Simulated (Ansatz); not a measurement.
The system is MnS.

```
CELL_PARAMETERS angstrom
0.00000 2.60450 2.60450
2.60450 0.00000 2.60450
2.60450 2.60450 0.00000
ATOMIC_POSITIONS crystal
Mn 0.00000 0.00000 0.00000
S 0.50000 0.50000 0.50000
```

Base run:

- Program: Ansatz 0.2.0
- Functional: PBE
- Potentials or basis: Ansatz PAW
- Cutoff: 420 eV (not typed: the program's choice for these potentials)
- k mesh: 9 × 9 × 9
- Occupations: fermi-dirac, width 0.05 eV
- Spin: collinear spin, ferromagnetic start
- Starting moments: [4.0, 0.0] μB

Its results: band gap on the k mesh none (metal or under the smearing width); pressure -2.9 GPa; net moment 4.71 μB per cell; site moments Mn +4.21; S +0.15 μB.

The run is repeated on the same cell with these changes: functional from PBE to PBEsol. What comes out?

Band gap on the k mesh none (metal or under the smearing width); pressure -7.3 GPa; net moment 4.68 μB per cell; site moments Mn +4.18; S +0.14 μB.

PBEsol binds more tightly than PBE, so the same cell stands under less pressure.

Caveats: a cell with one magnetic atom can't hold antiferromagnetic order, which such compounds often take; semilocal functionals often make such compounds metallic where correlation or magnetic order opens a gap, which also shifts bond lengths; the PAW data sets come from PBE, with cores solved anew for the run's functional, which leaves a small shift of forces and pressure (some runs).
